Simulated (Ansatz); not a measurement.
Input and command of a calculation in Ansatz (plane waves; scalar-relativistic PAW potentials unless the input names others):

```yaml
crystal:
  lattice:
    - [23.5, 0.0, 0.0]
    - [0.0, 9.8, 0.0]
    - [0.0, 0.0, 3.8448215833]
  atoms:
    - { symbol: Si, position: [0.2351112074, 0.4709591526, 0.5] }
    - { symbol: Si, position: [0.3810787831, 0.467858684, 0.0] }
    - { symbol: Si, position: [0.5245330621, 0.4829329459, 0.5] }
    - { symbol: Si, position: [0.6686416594, 0.4999603289, 0.0] }
    - { symbol: Si, position: [0.8100598242, 0.4548012812, 0.5] }
    - { symbol: Si, position: [0.1899401758, 0.5451987188, 0.0] }
    - { symbol: Si, position: [0.3313583406, 0.5000396711, 0.5] }
    - { symbol: Si, position: [0.4754669379, 0.5170670541, 0.0] }
    - { symbol: Si, position: [0.6189212169, 0.532141316, 0.5] }
    - { symbol: Si, position: [0.7648887926, 0.5290408474, 0.0] }
basis:
  ecutwfc: 420
kpoints:
  mp_grid: { grid: [1, 1, 23], shift: [0.0, 0.0, 0.5] }
hamiltonian:
  xc: pbe
scf:
  occupations: { method: gaussian, width: 0.05 }
output:
  forces: true
  eigenvalues: true
  stress: true
```

```bash
ansatz run input.yaml --threads 4 --pin off --max-ram 11264MiB --backend cpu --events-out ev --progress --plain --runs-dir out
```

Abridged log:
```
Basis set: ecut = 420 eV, 17395 PW (Γ), exchange–correlation on 320×144×54 points (8 copies of the dense FFT grid, shifted against one another)
Bands: 30, of which v1, the nominal top of the filled ones, is band 20 counted from 1 (19 counted from 0)
Symmetry: 4 space group operations
k-points: 12 of 23
SCF iter   1: F=—  HF=-6348.914948 eV  |F-HF|=—  |Δ(HF+E_count)|=         —  Δρ=1.68e-3  dr2=7.04e-2  ethr=1.77e-3  ⟨swp⟩=11.0  Hψ=2473  notcnv=0  defer=7
SCF iter   2: F=—  HF=-6348.923427 eV  |F-HF|=—  |Δ(HF+E_count)|=   8.48e-3  Δρ=6.47e-4  dr2=5.23e-3  ethr=1.76e-4  ⟨swp⟩=3.6  Hψ=781  notcnv=0  defer=35
SCF iter   3: F=—  HF=-6348.924281 eV  |F-HF|=—  |Δ(HF+E_count)|=   8.55e-4  Δρ=2.07e-4  dr2=2.17e-3  ethr=1.31e-5  ⟨swp⟩=2.1  Hψ=545  notcnv=0  defer=35
SCF iter   4: F=—  HF=-6348.924192 eV  |F-HF|=—  |Δ(HF+E_count)|=   8.98e-5  Δρ=1.12e-4  dr2=7.02e-4  ethr=5.41e-6  ⟨swp⟩=1.9  Hψ=495  notcnv=0  defer=35
SCF iter   5: F=—  HF=-6348.924162 eV  |F-HF|=—  |Δ(HF+E_count)|=   2.92e-5  Δρ=5.88e-5  dr2=1.89e-4  ethr=1.75e-6  ⟨swp⟩=2.0  Hψ=485  notcnv=0  defer=35
SCF iter   6: F=—  HF=-6348.924141 eV  |F-HF|=—  |Δ(HF+E_count)|=   2.13e-5  Δρ=3.24e-5  dr2=3.40e-5  ethr=4.72e-7  ⟨swp⟩=2.3  Hψ=489  notcnv=0  defer=35
SCF iter   7: F=—  HF=-6348.924277 eV  |F-HF|=—  |Δ(HF+E_count)|=   1.36e-4  Δρ=1.63e-5  dr2=9.07e-6  ethr=8.50e-8  ⟨swp⟩=2.2  Hψ=562  notcnv=0  defer=35
SCF iter   8: F=—  HF=-6348.924278 eV  |F-HF|=—  |Δ(HF+E_count)|=   3.13e-7  Δρ=5.25e-6  dr2=5.70e-7  ethr=2.27e-8  ⟨swp⟩=2.8  Hψ=482  notcnv=0  defer=35
SCF iter   9: F=-6348.924278 eV  HF=-6348.924278 eV  |F-HF|=2.37e-8  |Δ(HF+E_count)|=   2.20e-7  Δρ=1.78e-6  dr2=8.14e-8  ethr=2.50e-10  ⟨swp⟩=14.2  Hψ=2294  notcnv=0
SCF 1 converged in 9 iterations: F = -6348.924278 eV  dr2 = 8.14e-8
SCF converged after 9 iterations
Free energy (F): -6348.924278 eV
Harris-Foulkes:  -6348.924278 eV  (|F-HF|=2.37e-8)
Internal energy: -6348.914938 eV  (E = F + TS)
E sigma→0 (E₀):  -6348.919608 eV
Entropy (-TS):   -0.009340 eV (-0.934 meV/atom)
Fermi energy:    -2.429191 eV
--- Forces (eV/Å), atoms counted from 1 ---
  atom   1  Si    -0.01516091     0.00867681     0.00000000
  atom   2  Si     0.00090986    -0.00309773     0.00000000
  atom   3  Si     0.00110695    -0.00310817     0.00000000
  atom   4  Si     0.00329824    -0.00229438     0.00000000
  atom   5  Si    -0.01462780     0.00899341     0.00000000
  atom   6  Si     0.01462780    -0.00899341     0.00000000
  atom   7  Si    -0.00329824     0.00229438     0.00000000
  atom   8  Si    -0.00110695     0.00310817     0.00000000
  atom   9  Si    -0.00090986     0.00309773     0.00000000
  atom  10  Si     0.01516091    -0.00867681     0.00000000
--- Stress (GPa, compression-positive) ---
       -0.000923       0.003628       0.000000
        0.003628       0.013245       0.000000
        0.000000       0.000000      -0.001230
  P = ⅓ Tr σ = 0.0037 GPa (0.037 kbar)
```

Apart from outputs, empty bands and the relaxation, which only the reference makes, the input differs from a reference run on usual settings in kpoints.mp_grid.shift: not typed → [0.0, 0.0, 0.5]. The reference, at the same geometry, ended its own course with pressure 0.00 GPa (averaged over a cell that holds vacuum), largest force 0.018 eV/Å, gap on the mesh 0.02 eV. This run converged in 9 SCF iterations with an energy at zero smearing 0.01 meV/atom below the reference's, pressure 0.00 GPa (averaged over a cell that holds vacuum), largest force 0.017 eV/Å, gap on the mesh 0.03 eV.

It took 9.5 s on 4 threads of Arm Neoverse V1, with other jobs on the host, peak memory 1.4 GiB.